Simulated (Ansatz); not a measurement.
# What a change of settings does to a run on LiF

The cell was built from the rocksalt type and relaxed in the same program, and has space group Fm-3m; it needn't be a known or the stable phase.

First run: DFT, LDA, all-electron LAPW, scalar-relativistic (Ansatz 0.2.0).

Command: `ansatz run input.yaml --threads 1 --pin off --max-ram 2048MiB --backend cpu --events-out ev --progress --plain --runs-dir out` The run took about 8.2 s on 1 thread of a shared machine.

```yaml
crystal:
  lattice:
    - [0.0, 2.0340519226, 2.0340519226]
    - [2.0340519226, 0.0, 2.0340519226]
    - [2.0340519226, 2.0340519226, 0.0]
  atoms:
    - { symbol: Li, position: [0.0, 0.0, 0.0] }
    - { symbol: F, position: [0.5, 0.5, 0.5] }
kpoints:
  mp_grid: { grid: [14, 14, 14] }
  band_path:
    path:
      - [0.0, 0.0, 0.0]
      - [0.5, 0.0, 0.5]
      - [0.625, 0.25, 0.625]
      - [0.375, 0.375, 0.75]
      - [0.0, 0.0, 0.0]
      - [0.5, 0.5, 0.5]
      - [0.5, 0.25, 0.75]
      - [0.5, 0.0, 0.5]
    npoints: 5
scf:
  occupations: { method: fermi_dirac, width: 0.03 }
hamiltonian:
  xc: lda
  pseudopotentials: { kind: all_electron, lapw: { basis_error: 0.0005 } }
output:
  forces: true
  stress: true
  eigenvalues: true
```

Result: converged; pressure -8.00 GPa; gap on the k mesh 8.56 eV; 6 SCF iterations.

A second input differs as follows:

```diff
@@ -5,5 +5,5 @@
     - [2.0340519226, 2.0340519226, 0.0]
   atoms:
-    - { symbol: Li, position: [0.0, 0.0, 0.0] }
+    - { symbol: Li, position: [0.0, 0.0, 0.0], spin: 2.0 }
     - { symbol: F, position: [0.5, 0.5, 0.5] }
 kpoints:
@@ -22,4 +22,5 @@
 scf:
   occupations: { method: fermi_dirac, width: 0.03 }
+  max_iter: 60
 hamiltonian:
   xc: lda
```

Q: What is wrong with it, and what does the program do?

A: The fault is a moment without spin polarisation. The run refused before any iteration. The log ends:
```
Error: inconsistent input (magnetization.spin_polarized): false but per-atom `spin:`, `per_species`, `initial_magnetization`, `magnetic_field`, or `spin_locking` is set
```
